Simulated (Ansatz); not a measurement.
## ZrO2 under changes of volume

One of the cells (10.990 Å³/atom); the others are scaled copies at fixed shape and fractional positions:

```
CELL_PARAMETERS angstrom
0.00000 2.54507 2.54507
2.54507 0.00000 2.54507
2.54507 2.54507 0.00000
ATOMIC_POSITIONS crystal
Zr 0.00000 0.00000 0.00000
O 0.75000 0.75000 0.75000
O 0.25000 0.25000 0.25000
```

Measurements of this composition are mostly on another form, of space group No. 14.

* Program: Ansatz 0.2.0
* Functional: r2SCAN
* Potentials or basis: Ansatz PAW
* Cutoff: 500 eV (not typed: the program's choice for these potentials)
* k mesh: 9 × 9 × 9
* Occupations: fermi-dirac, width 0.05 eV
* Spin: no spin polarisation

| volume (Å³/atom) | energy over the lowest point (meV/atom) | pressure (GPa) | gap on the mesh (eV) |
| --- | --- | --- | --- |
| 10.331 | ? | ? | ? |
| 10.551 | 14.76 | 11.3 | 4.07 |
| 10.770 | 3.47 | 5.3 | 4.00 |
| 10.990 | 0.00 | -0.1 | 3.94 |
| 11.210 | 3.57 | -5.0 | 3.87 |
| 11.430 | 13.49 | -9.4 | 3.81 |
| 11.650 | 29.15 | -13.4 | 3.75 |

Problem. What does the run at 10.331 Å³/atom give?

Solution. Energy over the lowest point 34.71 meV/atom; pressure 17.9 GPa; gap on the mesh 4.13 eV.

Worked out: A Birch-Murnaghan fit of order 3 (a polynomial in V^(-2/3)) to the other rows has its minimum at 10.98 Å³/atom with B0 = V·E''(V) = 257 GPa and B' = 4.3. It gives 34.81 meV/atom at 10.331 Å³/atom, against the run's 34.71, and -dE/dV = 18.0 GPa, against 17.9. A straight line through the other rows of the gap, of slope -3.23 eV per unit of ln V, extrapolates to 4.14 eV, against the run's 4.13.

Energies are extrapolated to zero smearing.

Caveats: odd divisions of the mesh miss points on the zone boundary, where band edges often lie, so the gap on the mesh can be too wide; the PAW data sets come from PBE, with cores solved anew for the run's functional, which leaves a small shift of forces and pressure.

A mesh can miss the band edges. Spin-orbit coupling on Zr is left out.
